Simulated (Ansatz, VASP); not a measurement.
# GaSb in two plane-wave programs, part 4 of 4

One calculation is typed for both programs; each brings its own data sets. How far apart do they land? The structure shown is the start of the Ansatz relaxation below; VASP solves that cell, so the two are compared at the walk's first step.

VASP 6.6.1 and Ansatz 0.2.0.

So far. Step 6 (VASP: single point, LDA, start cell, pair 2): The run ends at a pressure of 3.33 GPa, with forces up to 0.12 eV/Å.

## (8) Ansatz: relaxation, LDA

Level of this step: Ansatz beside VASP: Kohn-Sham DFT, plane waves, LDA (Ansatz).

The two programs are compared at the cell with which this relaxation starts, whose forces are those of its first step. The cell compared in this pair holds 53.40 Å³, against 52.58 Å³ for the pair before.

The structure compared here is the start of the Ansatz relaxation; VASP solves that cell, so the two are compared at the walk's first step.

input.yaml reads:

```yaml
crystal:
  lattice:
    - [0.0499699292, 3.0140387844, 3.0140387844]
    - [3.0140387844, 0.0499699292, 3.0140387844]
    - [3.0140387844, 3.0140387844, 0.0499699292]
  atoms:
    - { symbol: Ga, position: [-0.0007299226, -0.0007299226, -0.0007299226] }
    - { symbol: Sb, position: [0.7507299226, 0.7507299226, 0.7507299226] }
  conventional_axes: [[-1, 1, 0], [0, -1, 1], [1, 1, 1]]
kpoints:
  mp_grid: { grid: [12, 12, 12], shift: [0.5, 0.5, 0.5] }
hamiltonian:
  xc: lda
  pseudopotentials: { kind: paw, azcp: { folder: soft_1 }, xc_functional: pbe }
scf:
  occupations: { method: gaussian, width: 0.015 }
output:
  forces: true
  stress: true
  eigenvalues: true
relax:
  adjacent_minimum: "off"
  f_tol: 0.001
  max_steps: 60
  cell: { stress_tol: 0.01, fix: [a, b, angles] }
```

Launch:

```bash
ansatz run input.yaml --threads 4 --pin off --max-ram 10240MiB --backend cpu --events-out ev --progress --plain --runs-dir out
```

Numbers of over 12 decimals in the logs are rounded to 6 here.

The log of the run:

```text
[...]
Crystal: 2 atoms, lattice volume = 53.400 Å³
Basis set: ecut = 420 eV, 1013 PW (Γ)
Bands: 18, of which v1, the nominal top of the filled ones, is band 14 counted from 1 (13 counted from 0)
Symmetry: 6 space group operations
[...]
k-points: 182 of 1728 (time reversal used)
[...]
k-point 181: bands = [... 10 lower, -1.9058, 1.6270, 6.5735, 7.1581, 9.7244, 12.1018, 12.4948, 15.2168]
--- Relaxed structure (4 steps of the walk, 4 accepted, 1 SCFs on fresh bases) ---
[...]
cell:  # Å, volume = 53.6716 Å³
    - [0.060276, 3.024345, 3.024345]
    - [3.024345, 0.060276, 3.024345]
    - [3.024345, 3.024345, 0.060276]
  atoms:
    - { symbol: Ga, position: [-0.00151594, -0.00151594, -0.00151594] }
    - { symbol: Sb, position: [0.751516, 0.751516, 0.751516] }
[key lines of the parts left out:]
SCF converged after 6 iterations
Free energy (F): -10043.104518 eV
Fermi energy:    8.666298 eV
P = ⅓ Tr σ = 1.8308 GPa (18.308 kbar)
```

## (9) VASP: single point, LDA, start cell, pair 3

The same cell, functional (in two slightly different forms), mesh and smearing now go to VASP, with its own data sets.

INCAR reads:

```
SYSTEM = GaSb
PREC = Accurate
ENCUT = 400
EDIFF = 1E-06
NELM = 120
ISMEAR = 0
SIGMA = 0.015
LREAL = .FALSE.
ALGO = Normal
GGA = CA
NBANDS = 15
LORBIT = 11
LWAVE = .FALSE.
LCHARG = .FALSE.
ISIF = 2
ISYM = 2
LASPH = .TRUE.
GGA_COMPAT = .FALSE.
EFERMI = MIDGAP
KPAR = 2
```

POSCAR reads:

```
GaSb
1.0
    0.0499700000      3.0140390000      3.0140390000
    3.0140390000      0.0499700000      3.0140390000
    3.0140390000      3.0140390000      0.0499700000
Ga Sb
1 1
Direct
    0.9992699959      0.9992699959      0.9992699959
    0.7507298396      0.7507298396      0.7507298396
```

KPOINTS reads:

```
Points of the shifted mesh
1728
Reciprocal
 0.0416666667  0.0416666667  0.0416666667 1
 0.0416666667  0.0416666667  0.1250000000 1
 0.0416666667  0.0416666667  0.2083333333 1
 0.0416666667  0.0416666667  0.2916666667 1
 0.0416666667  0.0416666667  0.3750000000 1
 0.0416666667  0.0416666667  0.4583333333 1
 0.0416666667  0.0416666667  0.5416666667 1
 0.0416666667  0.0416666667  0.6250000000 1
 0.0416666667  0.0416666667  0.7083333333 1
 0.0416666667  0.0416666667  0.7916666667 1
 0.0416666667  0.0416666667  0.8750000000 1
 0.0416666667  0.0416666667  0.9583333333 1
 0.0416666667  0.1250000000  0.0416666667 1
 0.0416666667  0.1250000000  0.1250000000 1
 0.0416666667  0.1250000000  0.2083333333 1
 0.0416666667  0.1250000000  0.2916666667 1
 0.0416666667  0.1250000000  0.3750000000 1
 0.0416666667  0.1250000000  0.4583333333 1
 0.0416666667  0.1250000000  0.5416666667 1
 0.0416666667  0.1250000000  0.6250000000 1
 0.0416666667  0.1250000000  0.7083333333 1
 0.0416666667  0.1250000000  0.7916666667 1
 0.0416666667  0.1250000000  0.8750000000 1
 0.0416666667  0.1250000000  0.9583333333 1
 0.0416666667  0.2083333333  0.0416666667 1
 0.0416666667  0.2083333333  0.1250000000 1
 0.0416666667  0.2083333333  0.2083333333 1
 0.0416666667  0.2083333333  0.2916666667 1
 0.0416666667  0.2083333333  0.3750000000 1
 0.0416666667  0.2083333333  0.4583333333 1
 0.0416666667  0.2083333333  0.5416666667 1
 0.0416666667  0.2083333333  0.6250000000 1
 0.0416666667  0.2083333333  0.7083333333 1
 0.0416666667  0.2083333333  0.7916666667 1
 0.0416666667  0.2083333333  0.8750000000 1
 0.0416666667  0.2083333333  0.9583333333 1
 0.0416666667  0.2916666667  0.0416666667 1
 0.0416666667  0.2916666667  0.1250000000 1
 0.0416666667  0.2916666667  0.2083333333 1
 0.0416666667  0.2916666667  0.2916666667 1
 0.0416666667  0.2916666667  0.3750000000 1
 0.0416666667  0.2916666667  0.4583333333 1
 0.0416666667  0.2916666667  0.5416666667 1
 0.0416666667  0.2916666667  0.6250000000 1
 0.0416666667  0.2916666667  0.7083333333 1
 0.0416666667  0.2916666667  0.7916666667 1
 0.0416666667  0.2916666667  0.8750000000 1
 0.0416666667  0.2916666667  0.9583333333 1
 0.0416666667  0.3750000000  0.0416666667 1
 0.0416666667  0.3750000000  0.1250000000 1
 0.0416666667  0.3750000000  0.2083333333 1
 0.0416666667  0.3750000000  0.2916666667 1
 0.0416666667  0.3750000000  0.3750000000 1
 0.0416666667  0.3750000000  0.4583333333 1
 0.0416666667  0.3750000000  0.5416666667 1
 0.0416666667  0.3750000000  0.6250000000 1
 0.0416666667  0.3750000000  0.7083333333 1
 0.0416666667  0.3750000000  0.7916666667 1
 0.0416666667  0.3750000000  0.8750000000 1
 0.0416666667  0.3750000000  0.9583333333 1
 0.0416666667  0.4583333333  0.0416666667 1
 0.0416666667  0.4583333333  0.1250000000 1
 0.0416666667  0.4583333333  0.2083333333 1
 0.0416666667  0.4583333333  0.2916666667 1
 0.0416666667  0.4583333333  0.3750000000 1
 0.0416666667  0.4583333333  0.4583333333 1
 0.0416666667  0.4583333333  0.5416666667 1
 0.0416666667  0.4583333333  0.6250000000 1
 0.0416666667  0.4583333333  0.7083333333 1
 0.0416666667  0.4583333333  0.7916666667 1
 0.0416666667  0.4583333333  0.8750000000 1
 0.0416666667  0.4583333333  0.9583333333 1
 0.0416666667  0.5416666667  0.0416666667 1
 0.0416666667  0.5416666667  0.1250000000 1
 0.0416666667  0.5416666667  0.2083333333 1
 0.0416666667  0.5416666667  0.2916666667 1
 0.0416666667  0.5416666667  0.3750000000 1
 0.0416666667  0.5416666667  0.4583333333 1
 0.0416666667  0.5416666667  0.5416666667 1
 0.0416666667  0.5416666667  0.6250000000 1
 0.0416666667  0.5416666667  0.7083333333 1
 0.0416666667  0.5416666667  0.7916666667 1
 0.0416666667  0.5416666667  0.8750000000 1
 0.0416666667  0.5416666667  0.9583333333 1
 0.0416666667  0.6250000000  0.0416666667 1
 0.0416666667  0.6250000000  0.1250000000 1
 0.0416666667  0.6250000000  0.2083333333 1
 0.0416666667  0.6250000000  0.2916666667 1
 0.0416666667  0.6250000000  0.3750000000 1
 0.0416666667  0.6250000000  0.4583333333 1
 0.0416666667  0.6250000000  0.5416666667 1
 0.0416666667  0.6250000000  0.6250000000 1
 0.0416666667  0.6250000000  0.7083333333 1
 0.0416666667  0.6250000000  0.7916666667 1
 0.0416666667  0.6250000000  0.8750000000 1
 0.0416666667  0.6250000000  0.9583333333 1
 0.0416666667  0.7083333333  0.0416666667 1
 0.0416666667  0.7083333333  0.1250000000 1
 0.0416666667  0.7083333333  0.2083333333 1
 0.0416666667  0.7083333333  0.2916666667 1
 0.0416666667  0.7083333333  0.3750000000 1
 0.0416666667  0.7083333333  0.4583333333 1
 0.0416666667  0.7083333333  0.5416666667 1
 0.0416666667  0.7083333333  0.6250000000 1
 0.0416666667  0.7083333333  0.7083333333 1
 0.0416666667  0.7083333333  0.7916666667 1
 0.0416666667  0.7083333333  0.8750000000 1
 0.0416666667  0.7083333333  0.9583333333 1
 0.0416666667  0.7916666667  0.0416666667 1
 0.0416666667  0.7916666667  0.1250000000 1
 0.0416666667  0.7916666667  0.2083333333 1
 0.0416666667  0.7916666667  0.2916666667 1
[... 1390 lines left out ...]
 0.8750000000  0.4583333333  0.1250000000 1
 0.8750000000  0.4583333333  0.2083333333 1
 0.8750000000  0.4583333333  0.2916666667 1
 0.8750000000  0.4583333333  0.3750000000 1
 0.8750000000  0.4583333333  0.4583333333 1
 0.8750000000  0.4583333333  0.5416666667 1
 0.8750000000  0.4583333333  0.6250000000 1
 0.8750000000  0.4583333333  0.7083333333 1
 0.8750000000  0.4583333333  0.7916666667 1
 0.8750000000  0.4583333333  0.8750000000 1
 0.8750000000  0.4583333333  0.9583333333 1
 0.8750000000  0.5416666667  0.0416666667 1
 0.8750000000  0.5416666667  0.1250000000 1
 0.8750000000  0.5416666667  0.2083333333 1
 0.8750000000  0.5416666667  0.2916666667 1
 0.8750000000  0.5416666667  0.3750000000 1
 0.8750000000  0.5416666667  0.4583333333 1
 0.8750000000  0.5416666667  0.5416666667 1
 0.8750000000  0.5416666667  0.6250000000 1
 0.8750000000  0.5416666667  0.7083333333 1
 0.8750000000  0.5416666667  0.7916666667 1
 0.8750000000  0.5416666667  0.8750000000 1
 0.8750000000  0.5416666667  0.9583333333 1
 0.8750000000  0.6250000000  0.0416666667 1
 0.8750000000  0.6250000000  0.1250000000 1
 0.8750000000  0.6250000000  0.2083333333 1
 0.8750000000  0.6250000000  0.2916666667 1
 0.8750000000  0.6250000000  0.3750000000 1
 0.8750000000  0.6250000000  0.4583333333 1
 0.8750000000  0.6250000000  0.5416666667 1
 0.8750000000  0.6250000000  0.6250000000 1
 0.8750000000  0.6250000000  0.7083333333 1
 0.8750000000  0.6250000000  0.7916666667 1
 0.8750000000  0.6250000000  0.8750000000 1
 0.8750000000  0.6250000000  0.9583333333 1
 0.8750000000  0.7083333333  0.0416666667 1
 0.8750000000  0.7083333333  0.1250000000 1
 0.8750000000  0.7083333333  0.2083333333 1
 0.8750000000  0.7083333333  0.2916666667 1
 0.8750000000  0.7083333333  0.3750000000 1
 0.8750000000  0.7083333333  0.4583333333 1
 0.8750000000  0.7083333333  0.5416666667 1
 0.8750000000  0.7083333333  0.6250000000 1
 0.8750000000  0.7083333333  0.7083333333 1
 0.8750000000  0.7083333333  0.7916666667 1
 0.8750000000  0.7083333333  0.8750000000 1
 0.8750000000  0.7083333333  0.9583333333 1
 0.8750000000  0.7916666667  0.0416666667 1
 0.8750000000  0.7916666667  0.1250000000 1
 0.8750000000  0.7916666667  0.2083333333 1
 0.8750000000  0.7916666667  0.2916666667 1
 0.8750000000  0.7916666667  0.3750000000 1
 0.8750000000  0.7916666667  0.4583333333 1
 0.8750000000  0.7916666667  0.5416666667 1
 0.8750000000  0.7916666667  0.6250000000 1
 0.8750000000  0.7916666667  0.7083333333 1
 0.8750000000  0.7916666667  0.7916666667 1
 0.8750000000  0.7916666667  0.8750000000 1
 0.8750000000  0.7916666667  0.9583333333 1
 0.8750000000  0.8750000000  0.0416666667 1
 0.8750000000  0.8750000000  0.1250000000 1
 0.8750000000  0.8750000000  0.2083333333 1
 0.8750000000  0.8750000000  0.2916666667 1
 0.8750000000  0.8750000000  0.3750000000 1
 0.8750000000  0.8750000000  0.4583333333 1
 0.8750000000  0.8750000000  0.5416666667 1
 0.8750000000  0.8750000000  0.6250000000 1
 0.8750000000  0.8750000000  0.7083333333 1
 0.8750000000  0.8750000000  0.7916666667 1
 0.8750000000  0.8750000000  0.8750000000 1
 0.8750000000  0.8750000000  0.9583333333 1
 0.8750000000  0.9583333333  0.0416666667 1
 0.8750000000  0.9583333333  0.1250000000 1
 0.8750000000  0.9583333333  0.2083333333 1
 0.8750000000  0.9583333333  0.2916666667 1
 0.8750000000  0.9583333333  0.3750000000 1
 0.8750000000  0.9583333333  0.4583333333 1
 0.8750000000  0.9583333333  0.5416666667 1
 0.8750000000  0.9583333333  0.6250000000 1
 0.8750000000  0.9583333333  0.7083333333 1
 0.8750000000  0.9583333333  0.7916666667 1
 0.8750000000  0.9583333333  0.8750000000 1
 0.8750000000  0.9583333333  0.9583333333 1
 0.9583333333  0.0416666667  0.0416666667 1
 0.9583333333  0.0416666667  0.1250000000 1
 0.9583333333  0.0416666667  0.2083333333 1
 0.9583333333  0.0416666667  0.2916666667 1
 0.9583333333  0.0416666667  0.3750000000 1
 0.9583333333  0.0416666667  0.4583333333 1
 0.9583333333  0.0416666667  0.5416666667 1
 0.9583333333  0.0416666667  0.6250000000 1
 0.9583333333  0.0416666667  0.7083333333 1
 0.9583333333  0.0416666667  0.7916666667 1
 0.9583333333  0.0416666667  0.8750000000 1
 0.9583333333  0.0416666667  0.9583333333 1
 0.9583333333  0.1250000000  0.0416666667 1
 0.9583333333  0.1250000000  0.1250000000 1
 0.9583333333  0.1250000000  0.2083333333 1
 0.9583333333  0.1250000000  0.2916666667 1
 0.9583333333  0.1250000000  0.3750000000 1
 0.9583333333  0.1250000000  0.4583333333 1
 0.9583333333  0.1250000000  0.5416666667 1
 0.9583333333  0.1250000000  0.6250000000 1
 0.9583333333  0.1250000000  0.7083333333 1
 0.9583333333  0.1250000000  0.7916666667 1
 0.9583333333  0.1250000000  0.8750000000 1
 0.9583333333  0.1250000000  0.9583333333 1
 0.9583333333  0.2083333333  0.0416666667 1
 0.9583333333  0.2083333333  0.1250000000 1
 0.9583333333  0.2083333333  0.2083333333 1
 0.9583333333  0.2083333333  0.2916666667 1
 0.9583333333  0.2083333333  0.3750000000 1
 0.9583333333  0.2083333333  0.4583333333 1
 0.9583333333  0.2083333333  0.5416666667 1
 0.9583333333  0.2083333333  0.6250000000 1
 0.9583333333  0.2083333333  0.7083333333 1
 0.9583333333  0.2083333333  0.7916666667 1
 0.9583333333  0.2083333333  0.8750000000 1
 0.9583333333  0.2083333333  0.9583333333 1
 0.9583333333  0.2916666667  0.0416666667 1
 0.9583333333  0.2916666667  0.1250000000 1
 0.9583333333  0.2916666667  0.2083333333 1
 0.9583333333  0.2916666667  0.2916666667 1
 0.9583333333  0.2916666667  0.3750000000 1
 0.9583333333  0.2916666667  0.4583333333 1
 0.9583333333  0.2916666667  0.5416666667 1
 0.9583333333  0.2916666667  0.6250000000 1
 0.9583333333  0.2916666667  0.7083333333 1
 0.9583333333  0.2916666667  0.7916666667 1
 0.9583333333  0.2916666667  0.8750000000 1
 0.9583333333  0.2916666667  0.9583333333 1
 0.9583333333  0.3750000000  0.0416666667 1
 0.9583333333  0.3750000000  0.1250000000 1
 0.9583333333  0.3750000000  0.2083333333 1
 0.9583333333  0.3750000000  0.2916666667 1
 0.9583333333  0.3750000000  0.3750000000 1
 0.9583333333  0.3750000000  0.4583333333 1
 0.9583333333  0.3750000000  0.5416666667 1
 0.9583333333  0.3750000000  0.6250000000 1
 0.9583333333  0.3750000000  0.7083333333 1
 0.9583333333  0.3750000000  0.7916666667 1
 0.9583333333  0.3750000000  0.8750000000 1
 0.9583333333  0.3750000000  0.9583333333 1
 0.9583333333  0.4583333333  0.0416666667 1
 0.9583333333  0.4583333333  0.1250000000 1
 0.9583333333  0.4583333333  0.2083333333 1
 0.9583333333  0.4583333333  0.2916666667 1
 0.9583333333  0.4583333333  0.3750000000 1
 0.9583333333  0.4583333333  0.4583333333 1
 0.9583333333  0.4583333333  0.5416666667 1
 0.9583333333  0.4583333333  0.6250000000 1
 0.9583333333  0.4583333333  0.7083333333 1
 0.9583333333  0.4583333333  0.7916666667 1
 0.9583333333  0.4583333333  0.8750000000 1
 0.9583333333  0.4583333333  0.9583333333 1
 0.9583333333  0.5416666667  0.0416666667 1
 0.9583333333  0.5416666667  0.1250000000 1
 0.9583333333  0.5416666667  0.2083333333 1
 0.9583333333  0.5416666667  0.2916666667 1
 0.9583333333  0.5416666667  0.3750000000 1
 0.9583333333  0.5416666667  0.4583333333 1
 0.9583333333  0.5416666667  0.5416666667 1
 0.9583333333  0.5416666667  0.6250000000 1
 0.9583333333  0.5416666667  0.7083333333 1
 0.9583333333  0.5416666667  0.7916666667 1
 0.9583333333  0.5416666667  0.8750000000 1
 0.9583333333  0.5416666667  0.9583333333 1
 0.9583333333  0.6250000000  0.0416666667 1
 0.9583333333  0.6250000000  0.1250000000 1
 0.9583333333  0.6250000000  0.2083333333 1
 0.9583333333  0.6250000000  0.2916666667 1
 0.9583333333  0.6250000000  0.3750000000 1
 0.9583333333  0.6250000000  0.4583333333 1
 0.9583333333  0.6250000000  0.5416666667 1
 0.9583333333  0.6250000000  0.6250000000 1
 0.9583333333  0.6250000000  0.7083333333 1
 0.9583333333  0.6250000000  0.7916666667 1
 0.9583333333  0.6250000000  0.8750000000 1
 0.9583333333  0.6250000000  0.9583333333 1
 0.9583333333  0.7083333333  0.0416666667 1
 0.9583333333  0.7083333333  0.1250000000 1
 0.9583333333  0.7083333333  0.2083333333 1
 0.9583333333  0.7083333333  0.2916666667 1
 0.9583333333  0.7083333333  0.3750000000 1
 0.9583333333  0.7083333333  0.4583333333 1
 0.9583333333  0.7083333333  0.5416666667 1
 0.9583333333  0.7083333333  0.6250000000 1
 0.9583333333  0.7083333333  0.7083333333 1
 0.9583333333  0.7083333333  0.7916666667 1
 0.9583333333  0.7083333333  0.8750000000 1
 0.9583333333  0.7083333333  0.9583333333 1
 0.9583333333  0.7916666667  0.0416666667 1
 0.9583333333  0.7916666667  0.1250000000 1
 0.9583333333  0.7916666667  0.2083333333 1
 0.9583333333  0.7916666667  0.2916666667 1
 0.9583333333  0.7916666667  0.3750000000 1
 0.9583333333  0.7916666667  0.4583333333 1
 0.9583333333  0.7916666667  0.5416666667 1
 0.9583333333  0.7916666667  0.6250000000 1
 0.9583333333  0.7916666667  0.7083333333 1
 0.9583333333  0.7916666667  0.7916666667 1
 0.9583333333  0.7916666667  0.8750000000 1
 0.9583333333  0.7916666667  0.9583333333 1
 0.9583333333  0.8750000000  0.0416666667 1
 0.9583333333  0.8750000000  0.1250000000 1
 0.9583333333  0.8750000000  0.2083333333 1
 0.9583333333  0.8750000000  0.2916666667 1
 0.9583333333  0.8750000000  0.3750000000 1
 0.9583333333  0.8750000000  0.4583333333 1
 0.9583333333  0.8750000000  0.5416666667 1
 0.9583333333  0.8750000000  0.6250000000 1
 0.9583333333  0.8750000000  0.7083333333 1
 0.9583333333  0.8750000000  0.7916666667 1
 0.9583333333  0.8750000000  0.8750000000 1
 0.9583333333  0.8750000000  0.9583333333 1
 0.9583333333  0.9583333333  0.0416666667 1
 0.9583333333  0.9583333333  0.1250000000 1
 0.9583333333  0.9583333333  0.2083333333 1
 0.9583333333  0.9583333333  0.2916666667 1
 0.9583333333  0.9583333333  0.3750000000 1
 0.9583333333  0.9583333333  0.4583333333 1
 0.9583333333  0.9583333333  0.5416666667 1
 0.9583333333  0.9583333333  0.6250000000 1
 0.9583333333  0.9583333333  0.7083333333 1
 0.9583333333  0.9583333333  0.7916666667 1
 0.9583333333  0.9583333333  0.8750000000 1
 0.9583333333  0.9583333333  0.9583333333 1
```

PAW data sets: Ga_d and Sb (LDA family, release 64).

Launch:

```bash
mpirun -np 2 vasp_std
```

The log of the run:

```text
[... set-up lines as in an earlier step ...]
 entering main loop
       N       E                     dE             d eps       ncg     rms          rms(c)
DAV:   1     0.744585840945E+02    0.74459E+02   -0.77068E+03 52591   0.131E+03
DAV:   2    -0.314055169056E+01   -0.77599E+02   -0.75076E+02 60751   0.273E+02
DAV:   3    -0.869353526384E+01   -0.55530E+01   -0.55389E+01 61752   0.638E+01
DAV:   4    -0.878851973137E+01   -0.94984E-01   -0.94972E-01 64649   0.947E+00
[...]
DAV:  10    -0.865165953077E+01    0.78813E-05   -0.20205E-05 67454   0.383E-02    0.137E-02
DAV:  11    -0.865166181975E+01   -0.22890E-05   -0.42641E-06 59694   0.187E-02    0.548E-03
DAV:  12    -0.865166178263E+01    0.37118E-07   -0.20110E-07 39542   0.339E-03
   1 F= -.86516618E+01 E0= -.86516618E+01  d E =-.256143-156
```

OUTCAR, selected parts (step 9):

```text
  Total        0.7509739      0.7509739      0.7509739     -0.3098846     -0.3098846     -0.3098846
  in kB       22.5317382     22.5317382     22.5317382     -9.2975767     -9.2975767     -9.2975767
  external PRESSURE =      22.5317382 kB  Pullay stress =       0.0000000 kB

 POSITION                                       TOTAL-FORCE (eV/Angst)
 -----------------------------------------------------------------------------------
      6.07361      6.07361      6.07361        -0.060855     -0.060855     -0.060855
      4.56297      4.56297      4.56297         0.060855      0.060855      0.060855
 -----------------------------------------------------------------------------------
    total drift:                                0.000027      0.000027      0.000028

  FREE ENERGIE OF THE ION-ELECTRON SYSTEM (eV)
  ---------------------------------------------------
  free  energy   TOTEN  =        -8.6516617826 eV

  energy  without entropy=       -8.6516617826  energy(sigma->0) =       -8.65166178

[... 1 part as in an earlier step ...]

[... 2 further parts left out ...]
[key lines of the parts left out:]
E-fermi :   5.7270
```

The run ends at a pressure of 2.25 GPa, with forces up to 0.11 eV/Å.

## (10) Differences

What differs besides the data sets and the points named for the pairs above, as far as they apply: the data sets hold 28 valence electrons in Ansatz (on its PAW soft_1 files) and 18 in VASP. Total energies have different zeros and are not compared.

Forces (eV/Å; atoms numbered as in POSCAR):

| atom | Ansatz x, y, z | VASP x, y, z |
| --- | --- | --- |
| Ga1 | -0.059, -0.059, -0.059 | -0.061, -0.061, -0.061 |
| Sb2 | 0.059, 0.059, 0.059 | 0.061, 0.061, 0.061 |

The forces differ by 2.2 meV/Å r.m.s., which is 3.7 % of the r.m.s. force of 0.061 eV/Å (both taken over all components).

## (11) What came out

```json
{"r.m.s. force difference (single point, LDA, start cell, pair 1)": "4.2 meV/Å", "r.m.s. force difference (single point, LDA, start cell, pair 2)": "3.0 meV/Å", "r.m.s. force difference (single point, LDA, start cell, pair 3)": "2.2 meV/Å"}
```

What this shows: The r.m.s. force difference is 4.2 meV/Å (single point, LDA, start cell, pair 1), within the 12 meV/Å picked in this series as the mark of a large difference. The data sets hold unlike numbers of valence electrons (28 in Ansatz and 18 in VASP), so part of the differences comes from the potentials. 11 further runs of this series are not shown here. How closely two codes agree says nothing of how well the functional describes the real material.

[Lines on the potential files, build, host, timing and source positions are cut from VASP's logs without a mark.]

[Logs are printed without paths, hosts, clocks, repeated set-up lines and the standing remarks that a program may print on its own settings, such as how far it seeks lower states.]

[Hosts, paths, dates, database ids (printed as entryN), source tags and the programs' standing remarks are cut or masked in the printed files.]
